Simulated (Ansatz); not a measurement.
# SiS2 (Ibam): zero-pressure volume and bulk modulus with r²SCAN + D3(BJ)-ATM

One table from this session's results is given with a row withheld; the runs are named, their logs left out.

Method: DFT r²SCAN + D3(BJ)-ATM, scalar-relativistic, plane waves, PAW, in Ansatz 0.2.0.

2 further runs of the same task are left out: 1 that didn't finish, 1 set aside as unsound or not needed. Runs told in other sessions of the task aren't counted.

## The starting structure

The structure is orthorhombic, space group Ibam (No. 72). The conventional cell has a = 5.536 Å, b = 9.762 Å, c = 5.543 Å, α = 90.00°, β = 90.00°, γ = 90.00°. Around Si (site symmetry 222) lie 4 S at 2.14 Å. S (site symmetry m) is surrounded by 2 Si at 2.14 Å.

As a file:

```xyz
6
Lattice="-2.7680 4.8810 2.7715 2.7680 -4.8810 2.7715 2.7680 4.8810 -2.7715" Properties=species:S:1:pos:R:3 pbc="T T T"
Si    0.0000    0.0000    4.1572
Si    0.0000    0.0000    1.3857
S     1.6018    3.7358    2.7715
S     1.1662    1.1452    0.0000
S     1.1662   -1.1452    2.7715
S     1.6018    6.0263    0.0000
```

At PBE, an earlier run found 1.35 GPa for this cell of 24.963 Å³/atom (6×6×6 mesh), mesh gap 2.78 eV.

The first run:

input.yaml reads:

```yaml
crystal:
  lattice:
    - [-2.7679656562, 4.8810386948, 2.7714513474]
    - [2.7679656562, -4.8810386948, 2.7714513474]
    - [2.7679656562, 4.8810386948, -2.7714513474]
  atoms:
    - { symbol: Si, position: [0.75, 0.75, 0.0] }
    - { symbol: Si, position: [0.25, 0.25, 0.0] }
    - { symbol: S, position: [0.8826845766, 0.7893462369, 0.6720308135] }
    - { symbol: S, position: [0.1173154234, 0.2106537631, 0.3279691865] }
    - { symbol: S, position: [0.3826845766, 0.7106537631, 0.0933383396] }
    - { symbol: S, position: [0.6173154234, 0.2893462369, 0.9066616604] }
basis:
  ecutwfc: 500
  ecutrho_ratio: 4
kpoints:
  mp_grid: { grid: [6, 6, 6] }
hamiltonian:
  xc: r2scan
  dispersion: d3bjatm
scf:
  occupations: { method: gaussian, width: 0.05 }
output:
  forces: true
  stress: true
  eigenvalues: true
relax:
  f_tol: 0.02
  max_steps: 40
  cell: { stress_tol: 0.2, fix: [volume] }
```

The run is started by

```
$ ansatz run input.yaml --threads 4 --pin off --max-ram 8192MiB --backend cpu --events-out ev --progress --plain --runs-dir out
```

Among the steps run: At the given cell; Stepping to 24.863 Å³/atom; Stepping to 24.765 Å³/atom; Stepping to 23.527 Å³/atom; Stepping to 24.573 Å³/atom; Stepping to 24.655 Å³/atom; Stepping to 24.603 Å³/atom; Volume × 0.98 of the new zero; Volume × 1.02 of the new zero; Volume × 0.96 of the new zero; Volume × 1.04 of the new zero.

One of the session's tables, all rows but one given; the rest of the session is left out.

It belongs to the step «Energy and pressure against volume». 

```
volume (Å³/atom)  energy (meV/atom)  pressure (GPa)
          23.619               1.43            0.52
          24.111                  ?               ?
          24.603               0.00           -0.01
          25.095               0.39           -0.21
          25.587               1.34           -0.37
```

Q: Estimate the row for volume (Å³/atom) = 24.111 from the others.

Worked estimate for «energy (meV/atom)». A straight line through the neighbours (23.619, 1.43) and (24.603, 0.00) gives 1.43 + (0.00 − 1.43) × (24.111 − 23.619) / (24.603 − 23.619) = 0.71; a parabola fitted to 3 rows on both sides gives 0.35.

As computed: energy (meV/atom): 0.30; pressure (GPa): 0.22. In «energy (meV/atom)» the line misses by +0.41 and the parabola by +0.05.
